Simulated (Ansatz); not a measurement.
Runs of Ansatz 0.2.0 on CdS. It takes space group P3m1 (No. 156, trigonal). The conventional cell has a = 4.261 Å, b = 4.261 Å, c = 5.804 Å, α = 90.00°, β = 90.00°, γ = 120.00°. Cd (site symmetry 3m) has 3 S at 2.46 Å as nearest neighbours. S (site symmetry 3m) has 3 Cd at 2.46 Å as nearest neighbours. Measurements of this composition are mostly on another form, of space group No. 186.

| task | level | spin | cell | k mesh | smearing | points for each segment of the path | gap on the mesh (eV) | pressure (GPa) | relaxed volume (Å³/atom) | largest force (eV/Å) |
| --- | --- | --- | --- | --- | --- | --- | --- | --- | --- | --- |
| band structure | PBEsol | off | as given | 7 × 7 × 5 | fermi-dirac 0.05 eV | 14 | 1.42 | -1.5 | - | 0.02 |
| single point | PBE | off | as given | 7 × 7 × 5 | gaussian 0.011 eV | - | 1.47 | -0.2 | - | 0.01 |
| band structure | PBE | off | as given | 7 × 7 × 5 | fermi-dirac 0.05 eV | 14 | 1.47 | -0.2 | - | 0.01 |
| band structure | revPBE | off | as given | 7 × 7 × 5 | fermi-dirac 0.05 eV | 14 | 1.58 | (a) | - | - |
| band structure | LDA | off | as given | 7 × 7 × 5 | fermi-dirac 0.05 eV | 14 | 1.26 | (c) | - | 0.03 |
| relaxation of cell and atoms | LDA | off | relaxed | 7 × 7 × 5 | fermi-dirac 0.05 eV | - | 0.85 | 0.0 | 28.87 | - |
| relaxation of cell and atoms | RPBE | off | relaxed | 7 × 7 × 5 | fermi-dirac 0.05 eV | - | 1.53 | 0.0 | (b) | - |
| band structure | PBEsol | SOC, no magnetisation | as given | 5 × 5 × 4 | fermi-dirac 0.05 eV | 14 | 1.40 | -1.5 | - | 0.02 |

Alike in all rows: potentials or basis Ansatz PAW; cutoff (eV) 420.

Problem. Estimate the missing entries.

Solution. (a) 0.5; (b) 46.55; (c) -2.5.

Caveats: the PAW data sets come from PBE, with cores solved anew for the run's functional, which leaves a small shift of forces and pressure (some runs); odd divisions of the mesh miss points on the zone boundary, where band edges often lie, so the gap on the mesh can be too wide (some runs); the plane-wave basis is chosen anew once the cell has moved, so the energies of steps on either side of that aren't comparable (some runs); the volume moved by over 15 % at a fixed basis, so the end points are rough (some runs).

A k mesh can miss the band edges, and rows without SOC leave out spin-orbit coupling on Cd.
